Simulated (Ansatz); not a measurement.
# GaN (F-43m) in Ansatz: notebook

One crystal, GaN, is run at these levels: BLYP+D4; tasks: single point, equation of state.

Program: Ansatz 0.2.0. These are calculated values, not measurements. Logs are shortened: lines on timing, memory, paths and dates and some standing lists are left out, and cuts for length are marked.

### 1 The crystal as given

Symmetry: F-43m, No. 216, cubic system. The conventional cell has a = 4.507 Å, b = 4.507 Å, c = 4.507 Å, α = 90.00°, β = 90.00°, γ = 90.00°. Ga (site symmetry -43m) is surrounded by 4 N at 1.95 Å. N (site symmetry -43m) has 4 Ga at 1.95 Å as nearest neighbours.

The cell is a database's computed one.

### 2 Single point, BLYP+D4, 10.76 Å³/atom (volume scaled by 0.94)

input.yaml

```yaml
crystal:
  lattice:
    - [0.0, 2.2074978911, 2.2074978911]
    - [2.2074978911, 0.0, 2.2074978911]
    - [2.2074978911, 2.2074978911, 0.0]
  atoms:
    - { symbol: Ga, position: [0.0, 0.0, 0.0] }
    - { symbol: "N", position: [0.25, 0.25, 0.25] }
hamiltonian:
  xc: blyp
  pseudopotentials: { kind: paw }
  dispersion: d4
kpoints:
  mp_grid: { grid: [10, 10, 10] }
scf:
  occupations: { method: fermi_dirac, width: 0.05 }
output:
  forces: true
  stress: true
  eigenvalues: true
```

Potentials or basis: Ansatz PAW.

Run with:

```sh
ansatz run input.yaml --threads 2 --pin off --max-ram 5120MiB --backend cpu --events-out ev --progress --plain --runs-dir out
```

The log of the run:

```text
Warning: RAYON_NUM_THREADS=2 ignored (pool sized by the plan → 2); use --threads N
Engine: ansatz 0.2.0, x86_64-unknown-linux-gnu
Pseudopotentials: kind: paw
Pseudopotential: Ga, paw, valence charge 13, recommended cutoff 420 eV (normal), Ga.paw.azcp
Pseudopotential: N, paw, valence charge 5, recommended cutoff 420 eV (normal), N.paw.azcp
Functional definition: BLYP
  parameter beta = 0.0042
  parameter a = 0.04918
  parameter b = 0.132
  parameter c = 0.2533
  parameter d = 0.349
  exchange = b88_x(beta = beta)
  correlation = lyp_c(a = a, b = b, c = c, d = d)
Crystal: 2 atoms, lattice volume = 21.514 Å³
Basis set: ecut = 420 eV, 411 PW (Γ), exchange–correlation on 48×48×48 points (8 copies of the dense FFT grid, shifted against one another)
Bands: 13, of which v1, the nominal top of the filled ones, is band 9 counted from 1 (8 counted from 0)
Symmetry: 24 space group operations
Space group: F-43m (ITA 216), of the structure as read, at distance tolerance 2.8e-5 Å
k-points: 47 of 1000 (time reversal used)
Non-local potential: Ga, projectors of the file, l = 0: 2, l = 1: 2, l = 2: 3, l = 3: 1
Non-local potential: N, projectors of the file, l = 0: 2, l = 1: 2, l = 2: 1
PAW form: soft (Blöchl's): semilocal exchange-correlation on the pseudo side does not see the compensation charge
PAW frozen core: Ga, regenerated for the run's functional, and the local potential with it (the file was generated under x = pbe(κ = 0.804, μ = 0.2195149727645171), c = pbe(β = 0.06672455060314922))
PAW frozen core: N, regenerated for the run's functional, and the local potential with it (the file was generated under x = pbe(κ = 0.804, μ = 0.2195149727645171), c = pbe(β = 0.06672455060314922))
PAW one-centre angular grid: Ga, 590 points (default); XC on 64 Gauss nodes
PAW one-centre angular grid: N, 110 points (default); XC on 64 Gauss nodes
Initial density: superposition of atomic densities (neutral atoms: chi_scale 0, normalization atom), corrected by the library's trained network
Initial wavefunctions: pseudopotential atomic-orbital guess
Functional: x = b88, c = lyp
SCF iter   1: F=—  HF=-4180.550698 eV  |F-HF|=—  |Δ(HF+E_count)|=         —  Δρ=1.90e-2  dr2=6.63e-2  ethr=1.77e-3  ⟨swp⟩=5.0  Hψ=3244  notcnv=0
preconditioner: auto → none  [insulator: Δε(μ)=2.357 eV  Ē_g=19.400 eV  σ=0.050 eV  W_gap=1.00  n_scr=8 (ndim 8)  ℏωp=34.0 eV  f_vac=0.000  D(μ)=0.00/eV (n_scr^D=0)  ε∞_Penn≈4.1]
SCF iter   2: F=—  HF=-4180.532807 eV  |F-HF|=—  |Δ(HF+E_count)|=   1.79e-2  Δρ=5.54e-3  dr2=6.29e-3  ethr=3.69e-4  ⟨swp⟩=2.0  Hψ=1175  notcnv=0
SCF iter   3: F=—  HF=-4180.531118 eV  |F-HF|=—  |Δ(HF+E_count)|=   1.69e-3  Δρ=4.77e-4  dr2=2.46e-5  ethr=3.50e-5  ⟨swp⟩=2.0  Hψ=913  notcnv=0
SCF iter   4: F=—  HF=-4180.531144 eV  |F-HF|=—  |Δ(HF+E_count)|=   2.62e-5  Δρ=2.45e-4  dr2=6.82e-6  ethr=1.37e-7  ⟨swp⟩=2.0  Hψ=1032  notcnv=0
SCF iter   5: F=—  HF=-4180.531138 eV  |F-HF|=—  |Δ(HF+E_count)|=   5.89e-6  Δρ=3.37e-5  dr2=1.04e-7  ethr=3.79e-8  ⟨swp⟩=2.0  Hψ=1029  notcnv=0
SCF iter   6: F=-4180.531138 eV  HF=-4180.531138 eV  |F-HF|=7.59e-10  |Δ(HF+E_count)|=   1.08e-7  Δρ=7.07e-6  dr2=5.08e-9  ethr=5.56e-10  ⟨swp⟩=5.0  Hψ=2689  notcnv=0
SCF 1 converged in 6 iterations: F = -4180.531138 eV  dr2 = 5.08e-9
SCF converged after 6 iterations
Free energy (F): -4180.531138 eV
Harris-Foulkes:  -4180.531138 eV  (|F-HF|=7.59e-10)
Internal energy: -4180.531138 eV  (E = F + TS)
E sigma→0 (E₀):  -4180.531138 eV
Fermi energy:    12.164736 eV
--- Per-component energies (eV) ---
  E_band       = 15.532843
  E_kinetic    = 251.049192
  E_local      = -1900.605541  (includes V_loc(G=0)·N_el)
  E_nonlocal   = 471.443236
  E_hartree    = 881.643426
  E_xc         = -127.922544
  E_vxc        = -132.674801  (∫ρ·V_xc dr)
  E_paw        = -2134.007003  (= ΣΔE_a)
  E_vpaw       = -436.966226  (= ΣTr[D̂ρ^β])
  E_aug_tail   = 0.000010  (compensation charges beyond the density's cutoff)
  E_ewald      = -1620.515991
  E_disp       = -1.634403  (pairwise vdW)
  E_core_change = 0.018480  (= ΣΔE_core)
  E_smearing   = -0.000000  (= −TS)
  E_closure    = 0.000000  (closes the sum)
  Σ components = -4180.531138   (vs F -4180.531138, Δ=0.00e0)
--- Forces (eV/Å), atoms counted from 1 ---
  atom   1  Ga     0.00000000    -0.00000000    -0.00000000
  atom   2  N     -0.00000000     0.00000000    -0.00000000
  max |Σ_I F_I| component: 3.70e-17 eV/Å
--- Stress (GPa, compression-positive) ---
       11.719074      -0.000000      -0.000000
        0.000000      11.719074       0.000000
       -0.000000       0.000000      11.719074
  P = ⅓ Tr σ = 11.7191 GPa (117.191 kbar)
--- Band table (eV; the first three rows and the last of 47) ---
  k-point 0: bands = ["-5.3820", "-2.7002", "-2.7002", "-2.7002", "-2.3256", "-2.3256", "11.0037", "11.0037", "11.0037", "13.2410", "21.7291", "21.7291", "21.7291"]
  k-point 1: bands = ["-5.2632", "-2.6844", "-2.6844", "-2.6607", "-2.3272", "-2.3272", "9.9502", "10.8896", "10.8896", "14.0314", "21.2466", "21.9004", "21.9004"]
  k-point 2: bands = ["-4.9628", "-2.6477", "-2.6477", "-2.4915", "-2.3259", "-2.3259", "8.0801", "10.6088", "10.6088", "15.1135", "20.4810", "22.1730", "22.1730"]
  k-point 46: bands = ["-4.1991", "-2.5401", "-2.4817", "-2.3301", "-2.2956", "-0.2276", "5.0183", "7.2203", "7.2263", "17.1628", "19.6891", "22.3028", "22.7374"]
```

Wall time 0.86 s (2 threads of AMD EPYC 7B13 (Zen 3), shared host); peak memory 0.35 GiB.

What came out:

* Free energy: -4180.5311 eV
* Pressure: 11.7 GPa
* Band gap on the k mesh: 2.24 eV, direct

Caveat: the pressure holds a Pulay correction of +0.7 GPa for the finite cutoff; the PAW data sets come from PBE, with cores solved anew for the run's functional, which leaves a small shift of forces and pressure.

### 3 Single point, BLYP+D4, 10.99 Å³/atom (volume scaled by 0.96)

input.yaml, as its differences from that of step 2:

```diff
@@ -2,5 +2,5 @@
   lattice:
-    - [0.0, 2.2074978911, 2.2074978911]
-    - [2.2074978911, 0.0, 2.2074978911]
-    - [2.2074978911, 2.2074978911, 0.0]
+    - [0.0, 2.2230441631, 2.2230441631]
+    - [2.2230441631, 0.0, 2.2230441631]
+    - [2.2230441631, 2.2230441631, 0.0]
   atoms:
```

Potentials or basis: Ansatz PAW.

Run with:

```sh
ansatz run input.yaml --threads 2 --pin off --max-ram 5120MiB --backend cpu --events-out ev --progress --plain --runs-dir out
```

Wall time 0.9 s (2 threads of AMD EPYC 7B13 (Zen 3), shared host); peak memory 0.35 GiB.

The run converged. Its results:

```
Free energy            : -4180.5579 eV
Pressure               : 7.0 GPa
Band gap on the k mesh : 2.10 eV, direct
```

Caveat: the pressure holds a Pulay correction of +0.7 GPa for the finite cutoff; the PAW data sets come from PBE, with cores solved anew for the run's functional, which leaves a small shift of forces and pressure.

### 4 Single point, BLYP+D4, 11.21 Å³/atom (volume scaled by 0.98)

input.yaml, as its differences from that of step 3:

```diff
@@ -2,5 +2,5 @@
   lattice:
-    - [0.0, 2.2230441631, 2.2230441631]
-    - [2.2230441631, 0.0, 2.2230441631]
-    - [2.2230441631, 2.2230441631, 0.0]
+    - [0.0, 2.2383759866, 2.2383759866]
+    - [2.2383759866, 0.0, 2.2383759866]
+    - [2.2383759866, 2.2383759866, 0.0]
   atoms:
```

Run with:

```sh
ansatz run input.yaml --threads 2 --pin off --max-ram 5120MiB --backend cpu --events-out ev --progress --plain --runs-dir out
```

Run time: 0.9 s. Hardware: 2 threads of AMD EPYC 7B13 (Zen 3), shared host; peak memory 0.34 GiB.

It converged, with:

```yaml
Free_energy: -4180.5720 eV
Pressure: 2.8 GPa
Band_gap_on_the_k_mesh: 1.96 eV, direct
```

Caveat: the pressure holds a Pulay correction of +0.6 GPa for the finite cutoff; the PAW data sets come from PBE, with cores solved anew for the run's functional, which leaves a small shift of forces and pressure.

### 5 Single point, BLYP+D4, 11.44 Å³/atom

input.yaml, as its differences from that of step 4:

```diff
@@ -2,5 +2,5 @@
   lattice:
-    - [0.0, 2.2383759866, 2.2383759866]
-    - [2.2383759866, 0.0, 2.2383759866]
-    - [2.2383759866, 2.2383759866, 0.0]
+    - [0.0, 2.2535006075, 2.2535006075]
+    - [2.2535006075, 0.0, 2.2535006075]
+    - [2.2535006075, 2.2535006075, 0.0]
   atoms:
@@ -20 +20,5 @@
   eigenvalues: true
+  write_density: true
+  write_potential: true
+  elf: true
+  volumetric_format: npy
```

Run with:

```sh
ansatz run input.yaml --threads 2 --pin off --max-ram 5120MiB --backend cpu --events-out ev --progress --plain --runs-dir out
```

Wall time 1.1 s (2 threads of AMD EPYC 7B13 (Zen 3), shared host); peak memory 0.35 GiB.

The run converged. Its results:

- Free energy: -4180.5746 eV
- Pressure: -0.9 GPa
- Band gap on the k mesh: 1.82 eV, direct

Caveat: the pressure holds a Pulay correction of +0.6 GPa for the finite cutoff; the PAW data sets come from PBE, with cores solved anew for the run's functional, which leaves a small shift of forces and pressure.

### 6 Single point, BLYP+D4, 11.67 Å³/atom (volume scaled by 1.02)

input.yaml

```yaml
crystal:
  lattice:
    - [0.0, 2.2684248875, 2.2684248875]
    - [2.2684248875, 0.0, 2.2684248875]
    - [2.2684248875, 2.2684248875, 0.0]
  atoms:
    - { symbol: Ga, position: [0.0, 0.0, 0.0] }
    - { symbol: "N", position: [0.25, 0.25, 0.25] }
hamiltonian:
  xc: blyp
  pseudopotentials: { kind: paw }
  dispersion: d4
kpoints:
  mp_grid: { grid: [10, 10, 10] }
scf:
  occupations: { method: fermi_dirac, width: 0.05 }
output:
  forces: true
  stress: true
  eigenvalues: true
```

Potentials or basis: Ansatz PAW.

Run with:

```sh
ansatz run input.yaml --threads 2 --pin off --max-ram 5120MiB --backend cpu --events-out ev --progress --plain --runs-dir out
```

It took 0.9 s on 2 threads of AMD EPYC 7B13 (Zen 3), shared host; peak memory 0.35 GiB.

It converged, with:

- Free energy: -4180.5671 eV
- Pressure: -4.3 GPa
- Band gap on the k mesh: 1.69 eV, direct

Caveat: the pressure holds a Pulay correction of +0.6 GPa for the finite cutoff; the PAW data sets come from PBE, with cores solved anew for the run's functional, which leaves a small shift of forces and pressure.

### 7 Single point, BLYP+D4, 11.90 Å³/atom (volume scaled by 1.04)

input.yaml, as its differences from that of step 6:

```diff
@@ -2,5 +2,5 @@
   lattice:
-    - [0.0, 2.2684248875, 2.2684248875]
-    - [2.2684248875, 0.0, 2.2684248875]
-    - [2.2684248875, 2.2684248875, 0.0]
+    - [0.0, 2.283155332, 2.283155332]
+    - [2.283155332, 0.0, 2.283155332]
+    - [2.283155332, 2.283155332, 0.0]
   atoms:
```

Run with:

```sh
ansatz run input.yaml --threads 2 --pin off --max-ram 5120MiB --backend cpu --events-out ev --progress --plain --runs-dir out
```

Run time: 0.87 s. Hardware: 2 threads of AMD EPYC 7B13 (Zen 3), shared host; peak memory 0.35 GiB.

It converged, with:

```yaml
Free_energy: -4180.5505 eV
Pressure: -7.3 GPa
Band_gap_on_the_k_mesh: 1.56 eV, direct
```

Caveat: the pressure holds a Pulay correction of +0.6 GPa for the finite cutoff; the PAW data sets come from PBE, with cores solved anew for the run's functional, which leaves a small shift of forces and pressure.

### 8 Single point, BLYP+D4, 12.13 Å³/atom (volume scaled by 1.06)

input.yaml, as its differences from that of step 7:

```diff
@@ -2,5 +2,5 @@
   lattice:
-    - [0.0, 2.283155332, 2.283155332]
-    - [2.283155332, 0.0, 2.283155332]
-    - [2.283155332, 2.283155332, 0.0]
+    - [0.0, 2.2976981147, 2.2976981147]
+    - [2.2976981147, 0.0, 2.2976981147]
+    - [2.2976981147, 2.2976981147, 0.0]
   atoms:
```

Run with:

```sh
ansatz run input.yaml --threads 2 --pin off --max-ram 5120MiB --backend cpu --events-out ev --progress --plain --runs-dir out
```

It took 0.85 s on 2 threads of AMD EPYC 7B13 (Zen 3), shared host; peak memory 0.34 GiB.

Results (log left out):

| Item | Value |
| --- | --- |
| Free energy | -4180.5256 eV |
| Pressure | -10.0 GPa |
| Band gap on the k mesh | 1.43 eV, direct |

Caveat: the pressure holds a Pulay correction of +0.6 GPa for the finite cutoff; the PAW data sets come from PBE, with cores solved anew for the run's functional, which leaves a small shift of forces and pressure.

### 9 Equation of state, BLYP+D4

Potentials or basis: Ansatz PAW.

No new run: the results of the series are fitted here.

What came out:

```
Equilibrium volume                      : 11.39 Å³/atom
Bulk modulus                            : 182 GPa
Pressure derivative of the bulk modulus : 4.5
```

Energy against volume, from the lowest point:
```csv
volume (Å³/atom),energy (meV/atom)
10.757,21.72
10.986,8.32
11.215,1.30
11.444,0.00
11.673,3.72
11.902,12.05
12.131,24.49
```

Caveat: the potentials were made for another functional, which shifts forces and pressure.
